**BLYP bulk moduli against measurement: expansion model and forecasts for Al and BP**

The table holds bulk moduli of seven crystals from ABINIT 10.8.3 equation-of-state fits with BLYP and PBE-generated potentials, beside measured values. The program splits each known ratio as $s(1+x)^{-B'}$, with $x$ the expansion to the BLYP minimum and $s$ the stiffness at the listed cell over the measured value, and forecasts the two withheld rows from rough recalled moduli. It finds $s$ near 1 for SiC, BN and C and about 1.12 for Ta and W, so Ta's small error is a cancellation. The forecasts, 61 ± 8 GPa for Al and 152 ± 10 GPa for BP, lie about 3 GPa above the computed 58.0 and 148.8 GPa. The alternatives, a metal mean ratio and a $d^{-3.5}$ bond-length law, miss by 12 and 20 GPa.

ABINIT 10.8.3, Kohn-Sham DFT with the BLYP functional for periodic crystals, without spin polarization, spin-orbit coupling or dispersion correction; Fermi-Dirac smearing of 0.05 eV. The computed bulk modulus is taken at the energy minimum of an equation of state fitted to energies at seven volumes, from 6 % below to 6 % above that of the given cell.

## The fit in Python

```python
# Table: BLYP bulk moduli (ABINIT 10.8.3, equation-of-state fit, PBE potentials) against measured values.
# Tested: y/measured = s*(1+x)^(-B'), x = expansion to the BLYP minimum, s = stiffness at the listed cell;
# forecasts for the withheld rows, with a d^-3.5 bond-length law and a metal mean ratio as alternatives.
T = {
    'formula': ['Al', 'BP', 'Ta', 'SiC', 'W', 'BN', 'C'],
    'sg': ['Fm-3m', 'F-43m', 'Im-3m', 'F-43m', 'Im-3m', 'F-43m', 'Fd-3m'],
    'vol': [16.6, 11.68, 18.01, 10.35, 15.85, 5.96, 5.67],  # Å³/atom
    'pot': ['JTH PAW PBE v2.0', 'JTH PAW PBE v2.0', 'JTH PAW PBE v2.0', 'JTH PAW PBE v2.0', 'JTH PAW PBE v2.0', 'JTH PAW PBE v2.0', 'PseudoDojo NC SR PBE v0.4.1 standard'],
    'cut': [544, 544, 517, 544, 408, 707, 1116],  # eV
    'k': ['11x11x11', '10x10x10', '11x11x11', '10x10x10', '12x12x12', '13x13x13', '13x13x13'],
    'y': [58.0, 148.8, 185.9, 198.7, 271.8, 355.2, 398.4],  # GPa
    'measured': [76.9, 174.0, 194.0, 225.0, 307.0, 395.0, 442.0],  # GPa
    'm_range': ['one value', '173 to 179', '194 to 198', 'one value', 'one value', '395 to 400', '441.8 to 444.8'],  # GPa
    'm_what': ['bulk modulus; literature experiment; bulk crystal', 'B0, Murnaghan EOS fit with V0 fixed at 93.45 A^3; XRD in diamond anvil cell; powder', 'experimental value at ambient conditions; not stated; bulk crystal', 'bulk modulus B; quoted earlier experiment; bulk crystal', 'isotropic polycrystalline bulk modulus K, bounded above by the literature value in the fit; surface Brillouin spectroscopy; bulk crystal', 'isothermal B0, Vinet fit; equation-of-state measurement; bulk crystal', 'B0 from ultrasound; ultrasonic measurement; bulk crystal'],
    'source': ['pmc:3831299 (2013)', 'arXiv:1505.05714 (2015)', 'arXiv:1910.08312 (2019)', 'pmc:9505936 (2022)', 'arXiv:1710.07581 (2017)', 'arXiv:1208.3664 (2012)', 'arXiv:cond-mat/0702656 (2007)'],
    'err': [-24.6, -14.5, -4.2, -11.7, -11.5, -10.1, -9.9],  # %
}
HELD = [0, 1]  # rows withheld from the fit
import numpy as np
F = T['formula']
K = [i for i in range(len(F)) if i not in HELD]
# further outputs of the same runs: v0 (A^3/atom), B', printed pressure at the listed cell (GPa)
out = {'Ta': (18.83747, 3.868, 8.83), 'SiC': (10.74332, 3.760, 8.07), 'W': (16.71136, 4.189, 14.28),
       'BN': (6.057028, 3.774, 5.87), 'C': (5.895469, 3.725, 16.33)}
x, s, r, dist = {}, {}, {}, {}
print("Known rows; B and P at the listed cell from Birch-Murnaghan (GPa)")
print("row  error%  expansion%  B'  B(cell)  B(cell) vs measured %  P fit  P printed")
for i in K:
    n = F[i]; v0, bp, pp = out[n]; b0 = T['y'][i]; m = T['measured'][i]
    f = ((v0/T['vol'][i])**(2/3) - 1)/2
    B = b0*(1+2*f)**2.5*(1 + (3*bp-5)*f + 13.5*(bp-4)*f*f)
    P = 3*b0*f*(1+2*f)**2.5*(1 + 1.5*(bp-4)*f)
    x[n] = v0/T['vol'][i] - 1; s[n] = B/m; r[n] = b0/m
    print(f"{n:4s} {100*(r[n]-1):6.1f} {100*x[n]:6.1f} {bp:6.2f} {B:6.0f} {100*(s[n]-1):+6.1f} {P:6.1f} {pp:6.1f}")
print("rounding of the listed volume: up to 0.1 % in V, 0.3 % in B(cell); fit noise taken as 3 %")
sp, dm = ['SiC', 'BN', 'C'], ['Ta', 'W']
mean = lambda D, L: np.mean([D[n] for n in L])
sd = lambda D, L: np.std([D[n] for n in L], ddof=1)
print(f"mean error: all {100*(mean(r,sp+dm)-1):.1f} %, sp3 {100*(mean(r,sp)-1):.1f} (sd {100*sd(r,sp):.1f}), metals {100*(mean(r,dm)-1):.1f} (sd {100*sd(r,dm):.1f})")
print(f"mean expansion: sp3 {100*mean(x,sp):.1f} %, metals {100*mean(x,dm):.1f} %, sd of all {100*sd(x,sp+dm):.1f}")
print(f"mean s: sp3 {mean(s,sp):.3f} (sd {sd(s,sp):.3f}), metals {mean(s,dm):.3f}")
print("leave-one-out, ratio from the same bonding type, miss in %:")
print("  " + ", ".join(f"{n} {100*(mean(r,[a for a in G if a!=n])/r[n]-1):+.1f}" for G in (sp, dm) for n in G))
d = lambda i: 3**0.5/4*(8*T['vol'][i])**(1/3)
A = {n: T['y'][F.index(n)]*d(F.index(n))**3.5 for n in sp}
print(f"bond-length law B = A d^-3.5: A = {mean(A,sp):.0f} GPa A^3.5, sd {sd(A,sp):.0f}")
print("  " + ", ".join(f"{n} d {d(F.index(n)):.3f} A, misfit {100*(mean(A,sp)/A[n]-1):+.1f} %" for n in sp))
slope = np.polyfit([np.log(d(F.index(n))) for n in sp], [np.log(T['y'][F.index(n)]) for n in sp], 1)[0]
print(f"  free exponent on three rows: {slope:.2f}")
assert all(r[n] < 1 and x[n] > 0 for n in r)
assert all(abs(s[n]-1) < 0.06 for n in sp) and all(s[n] > 1.07 for n in dm)
assert -4.0 < slope < -3.0
rec = {'Al': (76, 0.03), 'BP': (170, 0.06)}   # rough recalled moduli (GPa) and relative doubt
bpAl = 4.5                                    # rough recalled B' of Al, doubt 0.5
big = min(r[n] for n in r)
for i in HELD:
    n = F[i]; b, db = rec[n]
    if n == 'Al':
        xm = mean(x, dm); bp = bpAl
        q = mean(s, sp)*(1+xm)**(-bp)
        rel = 1.5*np.sqrt((bp*sd(x, sp+dm)/(1+xm))**2 + sd(s, sp)**2 + (0.5*np.log(1+xm))**2 + db**2)
        alt, ae, lab = b*mean(r, dm), b*sd(r, dm), "metal mean ratio"
    else:
        bp = np.mean([out[a][1] for a in sp]); q = mean(r, sp)
        rel = np.sqrt(sd(r, sp)**2 + 0.03**2 + db**2)
        alt, ae, lab = mean(A, sp)/d(i)**3.5, sd(A, sp)/d(i)**3.5, f"bond-length law, d {d(i):.3f} A"
    p = b*q; y = T['y'][i]; m = T['measured'][i]
    print(f"--- {n}: rough recalled modulus {b} GPa, ratio {q:.3f}, B' used {bp:.2f}")
    print(f"forecast B {p:.0f} +- {p*rel:.0f} GPa; forecast error {100*(q-1):.0f} +- {100*q*rel:.0f} %")
    print(f"alternative ({lab}): {alt:.0f} +- {ae:.0f} GPa")
    print(f"computed {y:.1f} GPa; miss {p-y:+.1f} GPa ({100*(p/y-1):+.1f} %, {abs(p-y)/(p*rel):.1f} bars); alternative misses by {alt-y:+.1f} GPa")
    if m is not None:
        e = 100*(y/m-1)
        print(f"measured {m} GPa (range: {T['m_range'][i]}); recalled value off by {100*(b/m-1):+.1f} %")
        print(f"error {e:.1f} %; forecast minus actual {100*(q-1)-e:+.1f} points ({abs(100*(q-1)-e)/(100*q*rel):.1f} bars)")
        print(f"against the largest known error ({100*(big-1):.1f} %): {e-100*(big-1):+.1f} points")
        print(f"expansion needed if s = 1 (inferred, not an output): {100*((m/y)**(1/bp)-1):.1f} %")
```

Printed output:

```
Known rows; B and P at the listed cell from Birch-Murnaghan (GPa)
row  error%  expansion%  B'  B(cell)  B(cell) vs measured %  P fit  P printed
Ta     -4.2    4.6   3.87    220  +13.6    9.1    8.8
SiC   -11.7    3.8   3.76    228   +1.4    7.9    8.1
W     -11.5    5.4   4.19    337   +9.9   16.1   14.3
BN    -10.1    1.6   3.77    377   -4.5    5.9    5.9
C      -9.9    4.0   3.73    459   +3.9   16.7   16.3
rounding of the listed volume: up to 0.1 % in V, 0.3 % in B(cell); fit noise taken as 3 %
mean error: all -9.5 %, sp3 -10.5 (sd 1.0), metals -7.8 (sd 5.2)
mean expansion: sp3 3.1 %, metals 5.0 %, sd of all 1.4
mean s: sp3 1.003 (sd 0.043), metals 1.118
leave-one-out, ratio from the same bonding type, miss in %:
  SiC +1.9, BN -0.8, C -1.1, Ta -7.6, W +8.2
bond-length law B = A d^-3.5: A = 1794 GPa A^3.5, sd 62
  SiC d 1.887 A, misfit -2.2 %, BN d 1.570 A, misfit +4.1 %, C d 1.544 A, misfit -1.6 %
  free exponent on three rows: -3.34
--- Al: rough recalled modulus 76 GPa, ratio 0.805, B' used 4.50
forecast B 61 +- 8 GPa; forecast error -20 +- 10 %
alternative (metal mean ratio): 70 +- 4 GPa
computed 58.0 GPa; miss +3.2 GPa (+5.4 %, 0.4 bars); alternative misses by +12.1 GPa
measured 76.9 GPa (range: one value); recalled value off by -1.2 %
error -24.6 %; forecast minus actual +5.0 points (0.5 bars)
against the largest known error (-11.7 %): -12.9 points
expansion needed if s = 1 (inferred, not an output): 6.5 %
--- BP: rough recalled modulus 170 GPa, ratio 0.895, B' used 3.75
forecast B 152 +- 10 GPa; forecast error -11 +- 6 %
alternative (bond-length law, d 1.965 A): 169 +- 6 GPa
computed 148.8 GPa; miss +3.3 GPa (+2.2 %, 0.3 bars); alternative misses by +19.9 GPa
measured 174.0 GPa (range: 173 to 179); recalled value off by -2.3 %
error -14.5 %; forecast minus actual +3.9 points (0.6 bars)
against the largest known error (-11.7 %): -2.8 points
expansion needed if s = 1 (inferred, not an output): 4.3 %
```
